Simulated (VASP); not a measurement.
A run of VASP 6.6.1:

File INCAR:

```
  PREC = Accurate
  ENCUT = 520
  EDIFF = 1E-7
  ISMEAR = 0
  SIGMA = 0.02
  LREAL = Auto
  LASPH = T
  NELM = 100
  ALGO = Fast
  ISIF = 2
  LWAVE = F
  LCHARG = T
  GGA = PE
  LELF = T
  LVHAR = T
  NBANDS = 166
```

KPOINTS

```
Automatic mesh
0
Gamma
  2 2 2
  0.5 0.5 0.5
```

Contents of POSCAR:

```
GaAs
1.0
   -5.7453846526     -5.7453846526      5.7453846526
    5.7453846526     -5.7453846526     -5.7453846526
    5.7453846526      5.7453846526      5.7453846526
Ga As
16 16
Direct
    0.2500000000      0.5000000000      0.2500000000
    0.0000000000      0.5000000000      0.5000000000
    0.5000000000      0.2500000000      0.2500000000
    0.2500000000      0.2500000000      0.5000000000
    0.0000000000      0.2500000000      0.7500000000
    0.7500000000      0.5000000000      0.7500000000
    0.5000000000      0.5000000000      0.0000000000
    0.0000000000      0.7500000000      0.2500000000
    0.7500000000      0.0000000000      0.2500000000
    0.5000000000      0.0000000000      0.5000000000
    0.2500000000      0.0000000000      0.7500000000
    0.0000000000      0.0000000000      0.0000000000
    0.7500000000      0.2500000000      0.0000000000
    0.7500000000      0.7500000000      0.5000000000
    0.5000000000      0.7500000000      0.7500000000
    0.2500000000      0.7500000000      0.0000000000
    0.2500000000      0.7500000000      0.2500000000
    0.0000000000      0.7500000000      0.5000000000
    0.5000000000      0.5000000000      0.2500000000
    0.2500000000      0.5000000000      0.5000000000
    0.0000000000      0.5000000000      0.7500000000
    0.7500000000      0.7500000000      0.7500000000
    0.5000000000      0.7500000000      0.0000000000
    0.0000000000      0.0000000000      0.2500000000
    0.7500000000      0.2500000000      0.2500000000
    0.5000000000      0.2500000000      0.5000000000
    0.2500000000      0.2500000000      0.7500000000
    0.0000000000      0.2500000000      0.0000000000
    0.7500000000      0.5000000000      0.0000000000
    0.7500000000      0.0000000000      0.5000000000
    0.5000000000      0.0000000000      0.7500000000
    0.2500000000      0.0000000000      0.0000000000
```

Potentials or basis: VASP PAW PBE potentials, release 64 (Ga_d, As).

Run with:

```bash
$ cat potpaw_PBE.64/Ga_d/POTCAR potpaw_PBE.64/As/POTCAR > POTCAR
$ mpirun -np 1 vasp_std > vasp.out
```

Hardware: 1 thread of Intel(R) Xeon(R) 6975P-C (Granite Rapids) (shared host).

Question: Estimate the wall time of this run.

Answer: Run time: 7.7 min on 1 thread of Intel(R) Xeon(R) 6975P-C (Granite Rapids), with other jobs on the host, peak memory 1 GiB. Counts: scf iterations 21, k points 2.
